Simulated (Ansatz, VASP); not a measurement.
**Two plane-wave programs on Pt**

File INCAR:

```
SYSTEM = Pt
  PREC = Accurate
  ENCUT = 520
  EDIFF = 1E-6
  ISMEAR = -1
  SIGMA = 0.1
  LREAL = .False.
  LASPH = .True.
  NELM = 80
  ALGO = Normal
  ISIF = 2
  LWAVE = .False.
  LCHARG = .True.
  GGA = PE
  LELF = .True.
  LVHAR = .True.
  NBANDS = 11
```

Contents of KPOINTS:

```
Automatic mesh
0
Gamma
  12 12 12
  0 0 0
```

POSCAR

```
Pt
1.0
    0.0000000000      1.9609000000      1.9609000000
    1.9609000000      0.0000000000      1.9609000000
    1.9609000000      1.9609000000      0.0000000000
Pt
1
Direct
    0.0000000000      0.0000000000      0.0000000000
```

Input for Ansatz:

```yaml
crystal:
  lattice:
    - [0.0, 1.9609, 1.9609]
    - [1.9609, 0.0, 1.9609]
    - [1.9609, 1.9609, 0.0]
  atoms:
    - { symbol: Pt, position: [0.0, 0.0, 0.0] }
basis:
  ecutwfc: 470.0
kpoints:
  mp_grid:
    grid: [12, 12, 12]
hamiltonian:
  xc: pbe
  pseudopotentials:
    kind: paw
scf:
  occupations:
    method: fermi_dirac
output:
  stress: true
```

Alike in both runs: task single point; functional PBE; k mesh 12 × 12 × 12; no spin polarisation.

|  | VASP | Ansatz |
| --- | --- | --- |
| version | VASP 6.6.1 | Ansatz 0.2.0 |
| potentials or method | VASP PAW PBE potentials, release 64 (Pt) | plane waves, PAW |
| plane-wave cutoff (eV) | 520 | 470 |
| occupations | fermi-dirac, width 0.1 eV | fermi-dirac |
| valence electrons in the cell | 10 | 18 |

Ansatz gave:

| Property | Result |
| --- | --- |
| pressure (GPa) | 10.5 |

Task: Which values does VASP return?

Result: Pressure (GPa): 10.0.

The two sets of potentials don't hold the same shells in valence.

Spin-orbit coupling is left out, which matters for the levels of Pt.
